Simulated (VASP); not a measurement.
Computed with PBE GGA, VASP's PBE PAW potentials (set 64) (plane waves; VASP).

Input for VASP

INCAR:
```
ALGO=Normal
EDIFF=1E-6
ENCUT=400
GGA=PE
ISIF=2
ISMEAR=-1
LASPH=.TRUE.
LCHARG=.FALSE.
LREAL=.FALSE.
LWAVE=.FALSE.
NELM=100
PREC=Accurate
SIGMA=0.02
SYSTEM=Li2O
```

KPOINTS:
```
Automatic mesh
0
Gamma
8 8 8
0 0 0
```

### POSCAR
```
Li2O
1
    0.0000000000     2.3100000000     2.3100000000
    2.3100000000     0.0000000000     2.3100000000
    2.3100000000     2.3100000000     0.0000000000
Li O
2 1
Direct
  0.2500000000   0.2500000000   0.2500000000
  0.7500000000   0.7500000000   0.7500000000
  0.0000000000   0.0000000000   0.0000000000
```

POTCAR, in this order: Li_sv O (PBE.64 set). Program: vasp_std.

The run wrote:

OUTCAR:
```
 ion  position               nearest neighbor table
   1  0.250  0.250  0.250-   3 2.00   3 2.00   3 2.00   3 2.00   2 2.31   2 2.31   2 2.31   2 2.31
                             2 2.31   2 2.31
   2  0.750  0.750  0.750-   3 2.00   3 2.00   3 2.00   3 2.00   1 2.31   1 2.31   1 2.31   1 2.31
                             1 2.31   1 2.31
   3  0.000  0.000  0.000-   2 2.00   2 2.00   2 2.00   1 2.00   2 2.00   1 2.00   1 2.00   1 2.00
  LATTYP: Found a face centered cubic cell.
 ALAT       =     4.6200000000
 Subroutine PRICEL returns:
 Original cell was already a primitive cell.
 Subroutine GETGRP returns: Found 48 space group operations
The static configuration has the point symmetry O_h .
The dynamic configuration has the point symmetry O_h .
 Subroutine INISYM returns: Found 48 space group operations
 Subroutine IBZKPT returns following result:
 Found     29 irreducible k-points:

 Following reciprocal coordinates:
            Coordinates               Weight
  0.000000  0.000000  0.000000      1.000000
  0.125000  0.000000  0.000000      8.000000
  0.250000  0.000000  0.000000      8.000000
  0.375000  0.000000  0.000000      8.000000
  0.500000  0.000000  0.000000      4.000000
  0.125000  0.125000  0.000000      6.000000
...
```

### OSZICAR
```
       N       E                     dE             d eps       ncg     rms          rms(c)
DAV:   1     0.314250017841E+02    0.31425E+02   -0.54268E+03   580   0.109E+03
DAV:   2    -0.114806306344E+02   -0.42906E+02   -0.41186E+02   688   0.204E+02
DAV:   3    -0.161665687609E+02   -0.46859E+01   -0.46698E+01  1046   0.555E+01
DAV:   4    -0.162004825469E+02   -0.33914E-01   -0.33892E-01   736   0.591E+00
DAV:   5    -0.162008865196E+02   -0.40397E-03   -0.40396E-03   840   0.421E-01    0.746E+00
DAV:   6    -0.144396881578E+02    0.17612E+01   -0.94290E+00   588   0.192E+01    0.285E+00
DAV:   7    -0.144107655212E+02    0.28923E-01   -0.21076E-01   656   0.388E+00    0.150E+00
DAV:   8    -0.144070315289E+02    0.37340E-02   -0.56691E-02   674   0.297E+00    0.336E-01
DAV:   9    -0.144061985421E+02    0.83299E-03   -0.72807E-03   772   0.758E-01    0.107E-01
DAV:  10    -0.144067132204E+02   -0.51468E-03   -0.92102E-04   630   0.249E-01    0.700E-02
DAV:  11    -0.144066757108E+02    0.37510E-04   -0.77135E-05   740   0.106E-01    0.121E-02
DAV:  12    -0.144066759171E+02   -0.20628E-06   -0.57134E-06   718   0.239E-02
   1 F= -.14406676E+02 E0= -.14406676E+02  d E =-.303510E-13
```

File OUTCAR:
```
------------------------ aborting loop because EDIFF is reached ----------------------------------------
  FORCE on cell =-STRESS in cart. coord.  units (eV):
  Direction    XX          YY          ZZ          XY          YZ          ZX
  --------------------------------------------------------------------------------------
  Total       -1.2415883     -1.2415883     -1.2415883      0.0000000      0.0000000     -0.0000000
  in kB      -80.6904747    -80.6904747    -80.6904747      0.0000000      0.0000000     -0.0000000
  external PRESSURE =     -80.6904747 kB  Pullay stress =       0.0000000 kB
  volume of cell :       24.65
      direct lattice vectors                 reciprocal lattice vectors
     0.000000000  2.310000000  2.310000000    -0.216450216  0.216450216  0.216450216
     2.310000000  0.000000000  2.310000000     0.216450216 -0.216450216  0.216450216
     2.310000000  2.310000000  0.000000000     0.216450216  0.216450216 -0.216450216
 POSITION                                       TOTAL-FORCE (eV/Angst)
 -----------------------------------------------------------------------------------
      1.15500      1.15500      1.15500        -0.000000     -0.000000     -0.000000
      3.46500      3.46500      3.46500         0.000000      0.000000      0.000000
      0.00000      0.00000      0.00000        -0.000000     -0.000000     -0.000000
 -----------------------------------------------------------------------------------
    total drift:                               -0.000000      0.000000      0.000000
  FREE ENERGIE OF THE ION-ELECTRON SYSTEM (eV)
  ---------------------------------------------------
  free  energy   TOTEN  =       -14.4066759171 eV

  energy  without entropy=      -14.4066759171  energy(sigma->0) =      -14.40667592
```
(Selected blocks of OUTCAR.)

### OUTCAR
```
 val. band max:        1.3746506243   @ k =   0.0000   0.0000   0.0000

 cond. band min:       6.3170244315   @ k =   0.5000   0.5000   0.0000


 Fermi energy:         1.9007759062

 k-point     1 :       0.0000    0.0000    0.0000
  band No.  band energies     occupation
      1     -41.7407      2.00000
      2     -41.4108      2.00000
      3     -14.0684      2.00000
      4       1.3746      2.00000
      5       1.3747      2.00000
      6       1.3747      2.00000
      7       6.6661      0.00000
      8      13.2808      0.00000
      9      13.2808      0.00000
     10      13.2808      0.00000

 k-point     2 :       0.1250    0.0000    0.0000
  band No.  band energies     occupation
      1     -41.7258      2.00000
      2     -41.4219      2.00000
      3     -14.0354      2.00000
      4       0.8633      2.00000
      5       1.3049      2.00000
      6       1.3049      2.00000
      7       7.1977      0.00000
      8      13.3334      0.00000
      9      13.4971      0.00000
     10      13.4971      0.00000

 k-point     3 :       0.2500    0.0000    0.0000
  band No.  band energies     occupation
      1     -41.6856      2.00000
      2     -41.4542      2.00000
      3     -13.9560      2.00000
      4      -0.1569      2.00000
      5       1.1365      2.00000
      6       1.1365      2.00000
      7       8.1671      0.00000
      8      13.1694      0.00000
      9      13.7552      0.00000
     10      13.7552      0.00000

 k-point     4 :       0.3750    0.0000    0.0000
  band No.  band energies     occupation
      1     -41.6281      2.00000
      2     -41.5024      2.00000
      3     -13.8768      2.00000
      4      -1.0257      2.00000
      5       0.9855      2.00000
      6       0.9855      2.00000
      7       9.4685      0.00000
      8      12.4027      0.00000
      9      13.5703      0.00000
     10      13.5703      0.00000

 k-point     5 :       0.5000    0.0000    0.0000
...
```

At this cut-off the stress carries a Pulay error, which pulls relaxed volumes low.

The structure is a typed Li2O crystal (Fm-3m). The cell was not relaxed at this level.
